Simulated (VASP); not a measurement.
# Ca (Immm) in VASP: a series of runs

One crystal, Ca, is run at these levels: PBE; tasks: single point.

All numbers are computed with VASP 6.6.1; they aren't measurements. Logs are shortened: lines on timing, memory, paths and dates and some standing lists are left out, and cuts for length are marked.

**1. The structure**

It takes space group Immm (No. 71, orthorhombic). Conventional cell: a = 4.193 Å, b = 4.203 Å, c = 4.891 Å, α = 90.00°, β = 90.00°, γ = 90.00°. Ca (site symmetry mmm) is surrounded by 12 Ca at 3.85 to 4.20 Å.

This isn't the form of Ca at room conditions, which is fcc.

**2. Single point, PBE**

File INCAR:

```
PREC     = Accurate       # precision mode
ENCUT    = 500            # plane-wave cutoff, eV
EDIFF    = 1E-6           # SCF threshold, eV
ISMEAR   = 1              # smearing method
SIGMA    = 0.1            # smearing width, eV
LREAL    = False          # projectors in reciprocal space
LASPH    = True           # aspherical terms in the spheres
NELM     = 100            # most SCF steps
ALGO     = Normal         # electronic algorithm
ISIF     = 2              # what is computed and relaxed
LWAVE    = False          # write WAVECAR
LCHARG   = False          # write CHGCAR
GGA      = PE             # functional
ADDGRID  = False
```

File KPOINTS:

```
Automatic mesh
0
Gamma
  4 4 4
```

File POSCAR:

```
Ca
1.0
   -2.0964874600      2.1017318100      2.4453524600
    2.0964874600     -2.1017318100      2.4453524600
    2.0964874600      2.1017318100     -2.4453524600
Ca
1
Direct
    0.5000000000      0.5000000000      0.0000000000
```

Potentials or basis: VASP PAW PBE potentials, release 64 (Ca_pv).

Launch:

```
$ cat potpaw_PBE.64/Ca_pv/POTCAR > POTCAR
$ mpirun -np 1 vasp_std > vasp.out
```

OUTCAR:

```text
PREC = Accurate
   ENCUT = 500
   EDIFF = 1E-6
   ISMEAR = 1
   LREAL = False
   LASPH = True
   NELM = 100
   ISIF = 2
   GGA = PE

 Found     18 irreducible k-points:

 Following reciprocal coordinates:
            Coordinates               Weight
  0.000000  0.000000  0.000000      1.000000
  0.250000  0.000000  0.000000      4.000000
  0.500000  0.000000  0.000000      2.000000
  0.000000  0.250000 -0.000000      4.000000
  0.250000  0.250000  0.000000      8.000000
  0.500000  0.250000  0.000000      8.000000
   k-points           NKPTS =     18   k-points in BZ     NKDIM =     18   number of bands    NBANDS=      8
   number of dos      NEDOS =    301   number of ions     NIONS =      1
   total plane-waves  NPLWV =  21952
   dimension x,y,z NGX =    28 NGY =   28 NGZ =   28
   dimension x,y,z NGXF=    56 NGYF=   56 NGZF=   56
   ions per type =               1
   NGX,Y,Z   is equivalent  to a cutoff of  12.10, 12.10, 12.10 a.u.
   NGXF,Y,Z  is equivalent  to a cutoff of  24.21, 24.21, 24.21 a.u.
 SYSTEM =  unknown system
   PREC   = accura    normal or accurate (medium, high low for compatibility)
   ISTART =      0    job   : 0-new  1-cont  2-samecut
   ICHARG =      2    charge: 1-file 2-atom 10-const
   ISPIN  =      1    spin polarized calculation?
   LNONCOLLINEAR =      F non collinear calculations
   LSORBIT =      F    spin-orbit coupling
   LASPH  =      T    aspherical Exc in radial PAW
   ENCUT  =  500.0 eV  36.75 Ry    6.06 a.u.   7.01  7.01  7.01*2*pi/ulx,y,z
   NELM   =    100;   NELMIN=  2; NELMDL= -5     # of ELM steps
   EDIFF  = 0.1E-05   stopping-criterion for ELM
   LREAL  =      F    real-space projection
[... 7 lines left out ...]
   TEBEG  =    0.0;   TEEND  =   0.0 temperature during run
   PSTRESS=    0.0 pullay stress
   NELECT =       8.0000    total number of electrons
   NUPDOWN=      -1.0000    fix difference up-down
   EMIN   =  10.00;   EMAX   =-10.00  energy-range for DOS
   EFERMI =   0.00;   METHOD = LEGACY
   ISMEAR =     1;   SIGMA  =   0.10  broadening in eV -4-tet -1-fermi 0-gaus
   EFERMI_NEDOS =   21; number of points for ismear=-14 and -15
   IALGO  =     38    algorithm
   IMIX   =      4    mixing-type and parameters
     AMIX     =   0.40;   BMIX     =  1.00
     AMIX_MAG =   1.60;   BMIX_MAG =  1.00
  volume/ion in A,a.u.               =      43.10       290.85
  Fermi-wavevector in a.u.,A,eV,Ry     =   0.933859  1.764737 11.865532  0.872092
  Thomas-Fermi vector in A             =   2.060604
   LORBIT       =      0    0 simple, 1 ext, 2 COOP (PROOUT), +10 PAW based schemes
   GGA     = PE    functional components
   LHFCALC =     F    Hartree Fock is set to
   AEXX    =    0.0000 exact exchange contribution
   IVDW    =     0    specifies the selected vdW correction
   LEPSILON=     F    determine dielectric tensor
   LRPA    =     F    only Hartree local field effects (RPA)
 non-spin polarized calculation
 Methfessel and Paxton  Order N= 1 SIGMA  =   0.10
  energy-cutoff  :      500.00
  volume of cell :       43.10
 maximum number of plane-waves:      1112
   NGX = 15   NGY = 15   NGZ = 15

 number of electron       8.0000002 magnetization

 Free energy of the ion-electron system (eV)
  ---------------------------------------------------
  ext. energy  EPLUGINS =         0.00000000
  ---------------------------------------------------
  free energy    TOTEN  =        -1.94130059 eV

  energy without entropy =       -1.93972261  energy(sigma->0) =       -1.94077460

 E-fermi :   2.2214     XC(G=0):  -7.6384

 val. band max:        2.0228675247   @ k =   0.5000   0.5000   0.5000
 cond. band min:       2.2418168622   @ k =   0.5000   0.5000   0.2500
 fundamental gap:      0.2189493375
 Fermi energy:         2.2214267424

 k-point     1 :       0.0000    0.0000    0.0000
  band No.  band energies     occupation
      1     -20.9122      2.00000
      2     -20.9109      2.00000
      3     -20.8767      2.00000
      4      -1.8733      2.00000
      5       4.2787      0.00000
      6       4.2914      0.00000
      7       4.8574      0.00000
      8       4.9776      0.00000

 k-point     2 :       0.2500    0.0000    0.0000
  band No.  band energies     occupation
      1     -20.9649      2.00000
      2     -20.9296      2.00000
      3     -20.8891      2.00000
      4      -0.8569      2.00000
      5       3.5665     -0.00000
      6       4.1415     -0.00000
      7       4.9664      0.00000
      8       5.2889      0.00000

 k-point     3 :       0.5000    0.0000    0.0000
  band No.  band energies     occupation
      1     -21.0275      2.00000
      2     -20.9469      2.00000
      3     -20.8918      2.00000
      4       1.1730      2.00000
      5       1.9789      2.00322
      6       3.7999     -0.00000
      7       4.8817      0.00000
      8       5.8194      0.00000

 k-point     4 :       0.0000    0.2500   -0.0000
  band No.  band energies     occupation
      1     -20.9661      2.00000
      2     -20.9284      2.00000
      3     -20.8895      2.00000
      4      -0.8539      2.00000
      5       3.5733     -0.00000
      6       4.1298     -0.00000
      7       4.9786      0.00000
      8       5.2841      0.00000

 k-point     5 :       0.2500    0.2500    0.0000
  band No.  band energies     occupation
      1     -20.9984      2.00000
      2     -20.9646      2.00000
      3     -20.9037      2.00000
      4       0.7744      2.00000
      5       2.8652     -0.00000
      6       3.3858     -0.00000
      7       5.1482      0.00000
      8       5.3825      0.00000

 k-point     6 :       0.5000    0.2500    0.0000
  band No.  band energies     occupation
      1     -21.0104      2.00000
      2     -20.9541      2.00000
      3     -20.9133      2.00000
      4       1.1005      2.00000
      5       2.6955     -0.00000
      6       3.2821     -0.00000
      7       5.1860      0.00000
      8       5.8948      0.00000

 [... further k-points ...]
[... 5 lines left out ...]
  --------------------------------------------------------------------------------------
  -------------------------------------------------------------------------------------
  Total       -0.2828734     -0.2758679      0.3034737      0.0000000      0.0000000      0.0000000
  in kB      -10.5155418    -10.2551189     11.2813394      0.0000000      0.0000000      0.0000000
  external PRESSURE =      -3.1631071 kB  Pullay stress =       0.0000000 kB

 VOLUME and BASIS-vectors are now :
 -----------------------------------------------------------------------------
  energy-cutoff  :      500.00
  volume of cell :       43.10
      direct lattice vectors                 reciprocal lattice vectors
    -2.096487460  2.101731810  2.445352460     0.000000000  0.237899050  0.204469502
     2.096487460 -2.101731810  2.445352460     0.238494153  0.000000000  0.204469502
     2.096487460  2.101731810 -2.445352460     0.238494153  0.237899050  0.000000000

 POSITION                                       TOTAL-FORCE (eV/Angst)
 -----------------------------------------------------------------------------------
      0.00000      0.00000      2.44535        -0.000000      0.000000      0.000000
 -----------------------------------------------------------------------------------
    total drift:                                0.000000     -0.000000      0.000000

  FREE ENERGIE OF THE ION-ELECTRON SYSTEM (eV)
  ---------------------------------------------------
  free  energy   TOTEN  =        -1.9413005908 eV

  energy  without entropy=       -1.9397226079  energy(sigma->0) =       -1.94077460
```

It took 4.1 s on 1 thread of Intel Xeon Platinum 8488C (Sapphire Rapids), shared host; peak memory 0.15 GiB.

The run converged, but some of its settings lie outside the range that counts as converged, so its numbers aren't taken as properties of the crystal.

What came out:

```yaml
Free_energy: -1.9413 eV
Pressure: -0.3 GPa
Band_gap_on_the_k_mesh: none (metal or under the smearing width)
```

Caveat: the k mesh is coarse (spacing up to 0.53 Å⁻¹), so the values aren't converged.

**3. Single point, PBE**

This run uses another cell than the first one, of the same volume but with other edges.

INCAR is that of step 2.

KPOINTS is that of step 2.

File POSCAR:

```
Ca
1.0
   -2.1296130000      2.1366080000      2.5183870000
    2.0452440000     -2.1127450000      2.4255450000
    2.0940060000      2.0772270000     -2.4978770000
Ca
1
Direct
    0.5036690000      0.4760610000     -0.0172770000
```

Potentials or basis: VASP PAW PBE potentials, release 64 (Ca_pv).

Launch:

```
$ cat potpaw_PBE.64/Ca_pv/POTCAR > POTCAR
$ mpirun -np 1 vasp_std > vasp.out
```

OUTCAR:

```text
PREC = Accurate
   ENCUT = 500
   EDIFF = 1E-6
   ISMEAR = 1
   LREAL = False
   LASPH = True
   NELM = 100
   ISIF = 2
   GGA = PE

 Found     36 irreducible k-points:

 Following reciprocal coordinates:
            Coordinates               Weight
  0.000000  0.000000  0.000000      1.000000
  0.250000  0.000000  0.000000      2.000000
  0.500000  0.000000  0.000000      1.000000
  0.000000  0.250000  0.000000      2.000000
  0.250000  0.250000  0.000000      2.000000
  0.500000  0.250000  0.000000      2.000000
   k-points           NKPTS =     36   k-points in BZ     NKDIM =     36   number of bands    NBANDS=      8
   number of dos      NEDOS =    301   number of ions     NIONS =      1
[... 135 lines left out ...]
      6       3.3099     -0.00000
      7       5.1358      0.00000
      8       5.9042      0.00000

 [... further k-points ...]
[... 5 lines left out ...]
  --------------------------------------------------------------------------------------
  -------------------------------------------------------------------------------------
  Total       -0.2492282     -0.2601078      0.2830315      0.0780366     -0.0602271      0.2532098
  in kB       -9.2648146     -9.6692535     10.5214191      2.9009359     -2.2388822      9.4128242
  external PRESSURE =      -2.8042163 kB  Pullay stress =       0.0000000 kB

 VOLUME and BASIS-vectors are now :
 -----------------------------------------------------------------------------
  energy-cutoff  :      500.00
  volume of cell :       43.10
      direct lattice vectors                 reciprocal lattice vectors
    -2.129613000  2.136608000  2.518387000     0.005544617  0.236380961  0.201221828
     2.045244000 -2.112745000  2.425545000     0.245206417  0.001067158  0.206447491
     2.094006000  2.077227000 -2.497877000     0.243696023  0.239358134  0.003003396

 POSITION                                       TOTAL-FORCE (eV/Angst)
 -----------------------------------------------------------------------------------
      1.95887      2.11169     -0.03158         0.000000      0.000000     -0.000000
 -----------------------------------------------------------------------------------
    total drift:                                0.000004     -0.000001     -0.000005

  FREE ENERGIE OF THE ION-ELECTRON SYSTEM (eV)
  ---------------------------------------------------
  free  energy   TOTEN  =        -1.9419879144 eV

  energy  without entropy=       -1.9407583265  energy(sigma->0) =       -1.94157805
```

stdout:

```text
POSCAR found type information on POSCAR Ca
 POSCAR found :  1 types and       1 ions
 scaLAPACK will be used
 LDA part: xc-table for (Slater+PW92), standard interpolation
 POSCAR, INCAR and KPOINTS ok, starting setup
 FFT: planning ... GRIDC
 FFT: planning ... GRID_SOFT
 FFT: planning ... GRID
 WAVECAR not read
 entering main loop
```

Wall time 6.7 s (1 thread of Intel Xeon Platinum 8488C (Sapphire Rapids), shared host); peak memory 0.16 GiB.

The run converged, but some of its settings lie outside the range that counts as converged, so its numbers aren't taken as properties of the crystal.

What came out:

```yaml
Free_energy: -1.9420 eV
Pressure: -0.3 GPa
Band_gap_on_the_k_mesh: none (metal or under the smearing width)
```

Caveat: the k mesh is coarse (spacing up to 0.54 Å⁻¹), so the values aren't converged.

**4. Single point, PBE**

Changes to INCAR since step 3:

```diff
@@ -1,3 +1,3 @@
 PREC     = Accurate       # precision mode
-ENCUT    = 500            # plane-wave cutoff, eV
+ENCUT    = 600            # plane-wave cutoff, eV
 EDIFF    = 1E-6           # SCF threshold, eV
```

KPOINTS is that of step 3.

File POSCAR:

```
Ca
1.0
   -2.0964874600      2.1017318100      2.4453524600
    2.0964874600     -2.1017318100      2.4453524600
    2.0964874600      2.1017318100     -2.4453524600
Ca
1
Direct
    0.5000000000      0.5000000000      0.0000000000
```

Launch:

```
$ cat potpaw_PBE.64/Ca_pv/POTCAR > POTCAR
$ mpirun -np 1 vasp_std > vasp.out
```

It took 4.7 s on 1 thread of Intel Xeon Platinum 8488C (Sapphire Rapids), shared host; peak memory 0.17 GiB.

The run converged, but some of its settings lie outside the range that counts as converged, so its numbers aren't taken as properties of the crystal.

Results:

```
Free energy            : -1.9413 eV
Pressure               : -0.3 GPa
Band gap on the k mesh : none (metal or under the smearing width)
```

Caveat: the k mesh is coarse (spacing up to 0.53 Å⁻¹), so the values aren't converged.
